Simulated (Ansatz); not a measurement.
TiO₂, ZrO₂, HfO₂: one prototype (tetragonal HfO₂ sites, P4_2/nmc), with Ti, Zr, Hf on the same site. Each was relaxed with r2SCAN in the PAW code Ansatz, and the gaps are read on those cells (d direct, i indirect). Computed values alone, no measurements; non-magnetic cells, some hypothetical.

| compound | a (Å) | c (Å) | gap, r2SCAN (eV) | gap, HSE06 (eV) | gap, PBE0 (eV) | mean ε∞, r2SCAN |
| --- | --- | --- | --- | --- | --- | --- |
| TiO₂ | 3.367 | 5.205 | 2.94 i (Z → Γ) | 4.06 i (Γ–Z (0.96) → Γ) | 4.81 i (Z → Γ) | 7.1 |
| ZrO₂ | 3.601 | 5.227 | 4.60 i (M–Γ (0.55) → Γ) | 5.71 i (Z → Γ) | 6.47 i (Z → Γ) | 5.1 |
| HfO₂ | 3.577 | 5.202 | 5.26 i (Z → Γ) | 6.37 i (Z → Γ) | 7.13 i (Z → Γ) | 4.7 |

From TiO₂ to ZrO₂, a changes by +0.234 Å and the HSE06 gap by +1.65 eV. From ZrO₂ to HfO₂, a changes by -0.024 Å and the HSE06 gap by +0.66 eV.

Spin-orbit coupling is left out, which matters wherever the heavy atoms make up the band edges.

Where an edge lies off the special points, it is a point of the mesh or the k point where a search put PBE's edge or least direct gap, reused for the other functionals, whose own edges may lie a little apart.

The meshes of the hybrids are coarse, so their gaps aren't converged to the digits shown.

For a response run the program warns that the ground state's bands aren't all converged, so ε∞ carries an extra error.
